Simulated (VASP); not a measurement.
# CdS (Hawleyite) (F-43m) in VASP: a series of runs, part 3 of 3

VASP 6.6.1. The steps go on from the part before.

### 5 Relaxation of cell and atoms, PBEsol (cell and atoms relaxed tightly for response)

Input file INCAR:

```
  PREC = Accurate
  ENCUT = 600
  EDIFF = 1E-6
  ISMEAR = 0
  SIGMA = 0.01
  LREAL = F
  LASPH = T
  NELM = 60
  ALGO = Normal
  ISIF = 3
  LWAVE = F
  LCHARG = F
  GGA = PS
  IBRION = 2
  NSW = 80
  EDIFFG = -0.001
```

Input file KPOINTS:

```
regular mesh
0
Gamma
  8 8 8
```

Input file POSCAR:

```
CdS
1.0
    0.0000000000      2.9122812232      2.9122812232
    2.9122812232      0.0000000000      2.9122812232
    2.9122812232      2.9122812232      0.0000000000
Cd S
1 1
Direct
    0.0000000000      0.0000000000      0.0000000000
    0.2500000000      0.2500000000      0.2500000000
```

Potentials or basis: VASP PAW PBE potentials, release 64 (Cd, S).

Command:

```
$ cat potpaw_PBE.64/Cd/POTCAR potpaw_PBE.64/S/POTCAR > POTCAR
$ mpirun -np 1 vasp_std > vasp.out
```

OUTCAR:

```text
PREC = Accurate
   ENCUT = 600
   EDIFF = 1E-6
   ISMEAR = 0
   LREAL = F
   LASPH = T
   NELM = 60
   ISIF = 3
   GGA = PS
   IBRION = 2
   NSW = 80
   EDIFFG = -0.001

 ion  position               nearest neighbor table
   1  0.000  0.000  0.000-   2 2.52   2 2.52   2 2.52   2 2.52
   2  0.250  0.250  0.250-   1 2.52   1 2.52   1 2.52   1 2.52

  LATTYP: Found a face centered cubic cell.
 ALAT       =     5.8245624464

  Lattice vectors:

 A1 = (   0.0000000000,   2.9122812232,   2.9122812232)
 A2 = (   2.9122812232,   0.0000000000,   2.9122812232)
 A3 = (   2.9122812232,   2.9122812232,   0.0000000000)

Analysis of symmetry for initial positions (statically):
=====================================================================
 Subroutine PRICEL returns:
 Original cell was already a primitive cell.

 Routine SETGRP: Setting up the symmetry group for a
 face centered cubic supercell.

 Subroutine GETGRP returns: Found 24 space group operations
 (whereof 24 operations were pure point group operations)
 out of a pool of 48 trial point group operations.

The static configuration has the point symmetry T_d .

Analysis of symmetry for dynamics (positions and initial velocities):
=====================================================================
 Subroutine PRICEL returns:
 Original cell was already a primitive cell.

 Routine SETGRP: Setting up the symmetry group for a
 face centered cubic supercell.

 Subroutine GETGRP returns: Found 24 space group operations
 (whereof 24 operations were pure point group operations)
 out of a pool of 48 trial point group operations.

The dynamic configuration has the point symmetry T_d .

 Subroutine INISYM returns: Found 24 space group operations
 (whereof 24 operations are pure point group operations),
 and found     1 'primitive' translations

[... 139 lines left out ...]
  ---------------------------------------------------
  ext. energy  EPLUGINS =         0.00000000
  ---------------------------------------------------
  free energy    TOTEN  =        -6.81328287 eV

  energy without entropy =       -6.81328287  energy(sigma->0) =       -6.81328287

------------------------ aborting loop because EDIFF is reached ----------------------------------------

  FORCE on cell =-STRESS in cart. coord.  units (eV):
  Direction    XX          YY          ZZ          XY          YZ          ZX
  --------------------------------------------------------------------------------------
  -------------------------------------------------------------------------------------
  Total        0.1112842      0.1112842      0.1112842      0.0000000      0.0000000      0.0000000
  in kB        3.6092253      3.6092253      3.6092253      0.0000000      0.0000000      0.0000000
  external PRESSURE =       3.6092253 kB  Pullay stress =       0.0000000 kB
[... 95 lines left out ...]
--------------------------------------- Ionic step        4  -------------------------------------------

 number of electron      17.9999999 magnetization

 Free energy of the ion-electron system (eV)
  ---------------------------------------------------
  ext. energy  EPLUGINS =         0.00000000
  ---------------------------------------------------
  free energy    TOTEN  =        -6.81359621 eV

  energy without entropy =       -6.81359621  energy(sigma->0) =       -6.81359621

 E-fermi :   1.2910     XC(G=0):  -9.3703

 val. band max:        1.1971682102   @ k =   0.0000   0.0000   0.0000
 cond. band min:       2.2021174302   @ k =   0.0000   0.0000   0.0000
 fundamental gap:      1.0049492200
 Fermi energy:         1.2909862912

 k-point     1 :       0.0000    0.0000    0.0000
  band No.  band energies     occupation
      1     -11.1767      2.00000
      2      -6.5262      2.00000
      3      -6.5262      2.00000
      4      -6.5262      2.00000
      5      -6.0404      2.00000
      6      -6.0404      2.00000
      7       1.1972      2.00000
      8       1.1972      2.00000
      9       1.1972      2.00000
     10       2.2021      0.00000
     11       7.6425      0.00000
     12       7.6425      0.00000
     13       7.6425      0.00000
[... 354 lines left out ...]
  band No.  band energies     occupation
      1     -10.6735      2.00000
      2      -6.3619      2.00000
      3      -6.3225      2.00000
      4      -6.0681      2.00000
      5      -6.0139      2.00000
      6      -5.5454      2.00000
      7      -2.9790      2.00000
      8      -0.7746      2.00000
      9      -0.0425      2.00000
     10       5.4830      0.00000
     11       6.8862      0.00000
     12       8.3146      0.00000
     13       9.4570      0.00000

 [... further k-points ...]

------------------------ aborting loop because EDIFF is reached ----------------------------------------

  FORCE on cell =-STRESS in cart. coord.  units (eV):
  Direction    XX          YY          ZZ          XY          YZ          ZX
  --------------------------------------------------------------------------------------
  -------------------------------------------------------------------------------------
  Total       -0.0016458     -0.0016458     -0.0016458      0.0000000      0.0000000      0.0000000
  in kB       -0.0530572     -0.0530572     -0.0530572      0.0000000      0.0000000      0.0000000
  external PRESSURE =      -0.0530572 kB  Pullay stress =       0.0000000 kB
[... 17 lines left out ...]
  FREE ENERGIE OF THE ION-ELECTRON SYSTEM (eV)
  ---------------------------------------------------
  free  energy   TOTEN  =        -6.8135962095 eV

  energy  without entropy=       -6.8135962095  energy(sigma->0) =       -6.81359621

 reached required accuracy - stopping structural energy minimisation
```

OSZICAR:

```text
N       E                     dE             d eps       ncg     rms          rms(c)
DAV:   1     0.122113407476E+03    0.12211E+03   -0.99972E+03   770   0.142E+03
DAV:   2    -0.172008086062E+01   -0.12383E+03   -0.11803E+03   844   0.313E+02
DAV:   3    -0.727039455921E+01   -0.55503E+01   -0.55332E+01   894   0.688E+01
DAV:   4    -0.731221410375E+01   -0.41820E-01   -0.41814E-01   854   0.601E+00
[... 25 lines left out ...]
       N       E                     dE             d eps       ncg     rms          rms(c)
DAV:   1    -0.681361167428E+01   -0.15391E-04   -0.30262E-04   799   0.241E-01    0.297E-02
DAV:   2    -0.681359827649E+01    0.13398E-04   -0.35487E-05   834   0.996E-02    0.114E-02
DAV:   3    -0.681359675130E+01    0.15252E-05   -0.39215E-06   609   0.243E-02    0.930E-03
DAV:   4    -0.681359620948E+01    0.54182E-06   -0.30328E-07   377   0.641E-03
   4 F= -.68135962E+01 E0= -.68135962E+01  d E =-.313343E-03
```

CONTCAR:

```text
CdS
   1.00000000000000
     0.0000000000000000    2.9181260169979857    2.9181260169979857
     2.9181260169979857   -0.0000000000000000    2.9181260169979857
     2.9181260169979857    2.9181260169979857    0.0000000000000000
  Cd              S
     1     1
Direct
     0.0000000000000000    0.0000000000000000    0.0000000000000000
     0.2500000000000000    0.2500000000000000    0.2500000000000000

  0.00000000E+00  0.00000000E+00  0.00000000E+00
  0.00000000E+00  0.00000000E+00  0.00000000E+00
```

It took 65 s on 1 thread of Intel Xeon Platinum 8375C at 2.90GHz (Ice Lake), shared host; peak memory 0.22 GiB.

What came out:

```yaml
Free_energy: -6.8136 eV
Relaxed_volume: 24.85 Å³/atom
Relaxed_cell: a = 4.127 Å, b = 4.127 Å, c = 4.127 Å, α = 60.00°, β = 60.00°, γ = 60.00°
Space_group_after_relaxing_to_0.05_Å: F-43m (No. 216)
Energy_gained_by_relaxing: 0.2 meV/atom
Ionic_steps: 4
Pressure_after_relaxing: 0.0 GPa
Band_gap_on_the_k_mesh: 1.00 eV, direct
```

Step by step:
```csv
step,energy change (eV),largest force (eV/Å),pressure (GPa),volume (Å³)
1,0.0000,0.0000,0.36,49.40
2,-0.0003,0.0000,-0.14,49.80
3,-0.0003,0.0000,0.02,49.68
4,-0.0003,0.0000,-0.01,49.70
```

Final structure:
```cif
data_structure
_symmetry_space_group_name_H-M 'P 1'
_symmetry_Int_Tables_number 1
_cell_length_a 4.1269
_cell_length_b 4.1269
_cell_length_c 4.1269
_cell_angle_alpha 60.000
_cell_angle_beta 60.000
_cell_angle_gamma 60.000
_cell_volume 49.70
loop_
_atom_site_label
_atom_site_type_symbol
_atom_site_fract_x
_atom_site_fract_y
_atom_site_fract_z
_atom_site_occupancy
Cd1 Cd 0.00000 0.00000 0.00000 1
S1 S 0.25000 0.25000 0.25000 1
```

Levels at points of the mesh, in eV from the valence-band top:
| k point | band 7 | band 8 | band 9 | band 10 | band 11 | band 12 |
| --- | --- | --- | --- | --- | --- | --- |
| (0.00, 0.00, 0.00) | 0.00 | 0.00 | 0.00 | 1.00 | 6.45 | 6.45 |
| (0.50, 0.00, 0.00) | -4.47 | -0.76 | -0.76 | 2.89 | 6.91 | 6.91 |
| (0.50, 0.50, 0.00) | -4.01 | -1.91 | -1.91 | 3.39 | 4.25 | 9.07 |

Caveat: the PAW data sets were made with another functional, which shifts forces and pressure a little.

### 6 Single point, PBEsol

This run uses another cell than the first one, of 24.81 Å³/atom, 1.004 times its volume.

Input file INCAR:

```
SYSTEM = CdS
PREC     = Accurate       ! precision mode
ENCUT    = 520            ! plane-wave cutoff, eV
EDIFF    = 1E-6           ! SCF threshold, eV
ISMEAR   = 0              ! smearing method
SIGMA    = 0.1            ! smearing width, eV
LREAL    = .False.        ! projectors in reciprocal space
LASPH    = .True.         ! aspherical terms in the spheres
NELM     = 100            ! most SCF steps
ALGO     = Normal         ! electronic algorithm
ISIF     = 2              ! what is computed and relaxed
LWAVE    = .False.        ! write WAVECAR
LCHARG   = .False.        ! write CHGCAR
GGA      = PS             ! functional
NBANDS   = 16             ! bands
```

Input file KPOINTS:

```
regular mesh
0
Gamma
  6 6 6
  0 0 0
```

Input file POSCAR:

```
CdS
1.0
    0.0000000000      2.9165000000      2.9165000000
    2.9165000000      0.0000000000      2.9165000000
    2.9165000000      2.9165000000      0.0000000000
Cd S
1 1
Direct
    0.0000000000      0.0000000000      0.0000000000
    0.2500000000      0.2500000000      0.2500000000
```

Potentials or basis: VASP PAW PBE potentials, release 64 (Cd, S).

Command:

```
$ cat potpaw_PBE.64/Cd/POTCAR potpaw_PBE.64/S/POTCAR > POTCAR
$ mpirun -np 1 vasp_std > vasp.out
```

OUTCAR:

```text
SYSTEM = CdS
   PREC = Accurate
   ENCUT = 520
   EDIFF = 1E-6
   ISMEAR = 0
   LREAL = .False.
   LASPH = .True.
   NELM = 100
   ISIF = 2
   GGA = PS

 ion  position               nearest neighbor table
   1  0.000  0.000  0.000-   2 2.53   2 2.53   2 2.53   2 2.53
   2  0.250  0.250  0.250-   1 2.53   1 2.53   1 2.53   1 2.53

  LATTYP: Found a face centered cubic cell.
 ALAT       =     5.8330000000

  Lattice vectors:

 A1 = (   0.0000000000,   2.9165000000,   2.9165000000)
 A2 = (   2.9165000000,   0.0000000000,   2.9165000000)
 A3 = (   2.9165000000,   2.9165000000,   0.0000000000)

Analysis of symmetry for initial positions (statically):
=====================================================================
 Subroutine PRICEL returns:
 Original cell was already a primitive cell.

 Routine SETGRP: Setting up the symmetry group for a
 face centered cubic supercell.

 Subroutine GETGRP returns: Found 24 space group operations
 (whereof 24 operations were pure point group operations)
 out of a pool of 48 trial point group operations.

The static configuration has the point symmetry T_d .

[... 150 lines left out ...]

  energy without entropy =       -6.81095944  energy(sigma->0) =       -6.81095944

 E-fermi :   1.6464     XC(G=0):  -9.3772

 val. band max:        1.2146108838   @ k =   0.0000   0.0000   0.0000
 cond. band min:       2.2213476413   @ k =   0.0000   0.0000   0.0000
 fundamental gap:      1.0067367575
 Fermi energy:         1.6463998107

 k-point     1 :       0.0000    0.0000    0.0000
  band No.  band energies     occupation
      1     -11.1697      2.00000
      2      -6.5169      2.00000
      3      -6.5169      2.00000
      4      -6.5169      2.00000
      5      -6.0289      2.00000
      6      -6.0289      2.00000
[... 281 lines left out ...]
      3      -6.2406      2.00000
      4      -6.1096      2.00000
      5      -5.9867      2.00000
      6      -5.4374      2.00000
[... 8 lines left out ...]
     15      14.3925      0.00000
     16      14.4183      0.00000

------------------------ aborting loop because EDIFF is reached ----------------------------------------

  FORCE on cell =-STRESS in cart. coord.  units (eV):
  Direction    XX          YY          ZZ          XY          YZ          ZX
  --------------------------------------------------------------------------------------
  -------------------------------------------------------------------------------------
  Total        0.0378521      0.0378521      0.0378521     -0.0000000      0.0000000     -0.0000000
  in kB        1.2223187      1.2223187      1.2223187     -0.0000000      0.0000000     -0.0000000
  external PRESSURE =       1.2223187 kB  Pullay stress =       0.0000000 kB

 VOLUME and BASIS-vectors are now :
 -----------------------------------------------------------------------------
  energy-cutoff  :      520.00
  volume of cell :       49.62
      direct lattice vectors                 reciprocal lattice vectors
     0.000000000  2.916500000  2.916500000    -0.171438368  0.171438368  0.171438368
     2.916500000  0.000000000  2.916500000     0.171438368 -0.171438368  0.171438368
     2.916500000  2.916500000  0.000000000     0.171438368  0.171438368 -0.171438368

 POSITION                                       TOTAL-FORCE (eV/Angst)
 -----------------------------------------------------------------------------------
      0.00000      0.00000      0.00000        -0.000000     -0.000000     -0.000000
      1.45825      1.45825      1.45825         0.000000      0.000000      0.000000
 -----------------------------------------------------------------------------------
    total drift:                               -0.000000     -0.000000     -0.000000

  FREE ENERGIE OF THE ION-ELECTRON SYSTEM (eV)
  ---------------------------------------------------
  free  energy   TOTEN  =        -6.8109594406 eV

  energy  without entropy=       -6.8109594406  energy(sigma->0) =       -6.81095944
```

OSZICAR:

```text
N       E                     dE             d eps       ncg     rms          rms(c)
DAV:   1     0.110507986563E+03    0.11051E+03   -0.90135E+03   520   0.102E+03
DAV:   2    -0.292719136189E+01   -0.11344E+03   -0.10736E+03   624   0.258E+02
DAV:   3    -0.728387474389E+01   -0.43567E+01   -0.43491E+01   632   0.527E+01
DAV:   4    -0.731144060572E+01   -0.27566E-01   -0.27564E-01   632   0.407E+00
DAV:   5    -0.731181652336E+01   -0.37592E-03   -0.37592E-03   648   0.447E-01    0.779E+00
DAV:   6    -0.683354477442E+01    0.47827E+00   -0.79105E-01   776   0.122E+01    0.627E+00
DAV:   7    -0.681348460042E+01    0.20060E-01   -0.16539E-01   624   0.288E+00    0.299E+00
DAV:   8    -0.681112753017E+01    0.23571E-02   -0.17048E-02   584   0.164E+00    0.254E-01
DAV:   9    -0.681088204700E+01    0.24548E-03   -0.20784E-03   640   0.690E-01    0.522E-02
DAV:  10    -0.681091932464E+01   -0.37278E-04   -0.20000E-04   592   0.166E-01    0.583E-02
DAV:  11    -0.681096254487E+01   -0.43220E-04   -0.70757E-05   632   0.764E-02    0.208E-02
DAV:  12    -0.681095881851E+01    0.37264E-05   -0.14254E-05   656   0.471E-02    0.825E-03
DAV:  13    -0.681095944063E+01   -0.62213E-06   -0.24745E-06   592   0.907E-03
   1 F= -.68109594E+01 E0= -.68109594E+01  d E =-.626658E-11
```

Run time: 11 s. Hardware: 1 thread of Intel Xeon Platinum 8488C (Sapphire Rapids), shared host; peak memory 0.17 GiB.

What came out:

| Item | Value |
| --- | --- |
| Free energy | -6.8110 eV |
| Pressure | 0.1 GPa |
| Band gap on the k mesh | 1.01 eV, direct |

Levels at points of the mesh, in eV from the valence-band top:
| k point | band 6 | band 7 | band 8 | band 9 | band 10 | band 11 | band 12 | band 13 |
| --- | --- | --- | --- | --- | --- | --- | --- | --- |
| (0.00, 0.00, 0.00) | -7.24 | 0.00 | 0.00 | 0.00 | 1.01 | 6.44 | 6.44 | 6.44 |
| (0.50, 0.00, 0.00) | -6.86 | -4.48 | -0.76 | -0.76 | 2.89 | 6.91 | 6.91 | 7.33 |
| (0.50, 0.50, 0.00) | -6.80 | -4.02 | -1.91 | -1.91 | 3.39 | 4.25 | 9.08 | 10.67 |

Caveat: the PAW data sets were made with another functional, which shifts forces and pressure a little.

### 7 The runs side by side

```csv
task,cell,k mesh,cutoff (eV),smearing,gap on the mesh (eV),pressure (GPa),relaxed volume (Å³/atom)
single point,"F-43m, 24.7 Å³/atom",8 × 8 × 8,520,gaussian 0.02 eV,1.02,0.4,-
relaxation of cell and atoms,relaxed,8 × 8 × 8,600,gaussian 0.02 eV,1.01,0.0,24.84
single point,cell and atoms relaxed tightly for response,8 × 8 × 8,520,gaussian 0.01 eV,1.02,0.4,-
relaxation of cell and atoms,relaxed from: cell and atoms relaxed tightly for response,8 × 8 × 8,600,gaussian 0.01 eV,1.00,0.0,24.85
single point,"F-43m, 24.81 Å³/atom",6 × 6 × 6,520,gaussian 0.1 eV,1.01,0.1,-
```

Alike in all rows: level PBEsol; potentials or basis VASP PAW PBE potentials, release 64 (Cd, S); no spin polarisation.

Caveats: the PAW data sets were made with another functional, which shifts forces and pressure a little.

Absolute energies hang on the potentials; compare differences alone.
